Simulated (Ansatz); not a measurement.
**Which way does CaO + ZnS ⇌ CaS + ZnO run?**

Plane-wave DFT in Ansatz with scalar-relativistic PAW potentials, cutoff 420 eV, Γ-centred meshes chosen by cell and gap, Gaussian smearing with energies taken to zero width. Every cell was relaxed (cell and atoms) in a run of its own, within the symmetry of its start. Functional: PBE.

Total energies hold large constants for each element; a whole number of eV per atom of each element is taken off below, which cancels in a balanced reaction.

```csv
compound,lowest structure computed,structures tried,V (Å³/atom),gap on mesh (eV),"E (eV per formula unit, common shift removed)"
CaO,Fm-3m,3,14.09,3.66,-5.7228
ZnS,F-43m,11,20.15,2.02,-1.7344
CaS,Fm-3m,4,23.29,2.38,-4.2621
ZnO,P6_3mc,4,12.32,0.74,-2.8466
```

Problem. Work out the reaction energy at 0 K.

Solution. ΔE = E(CaS) + E(ZnO) − E(CaO) − E(ZnS) = 0.349 eV, or 34 kJ per mole of reaction (87 meV/atom). The left side is lower: Ca takes O and Zn takes S. Pauling's electronegativities (Ca 1.0, Zn 1.65; O 3.44, S 2.58) would pair Ca with O, the most ionic bond; the result follows that. All four are computed as solids; where they are solids at ordinary conditions entropy changes little. A lower structure that wasn't tried would shift the value, and mixed crystals may lie lower than either side.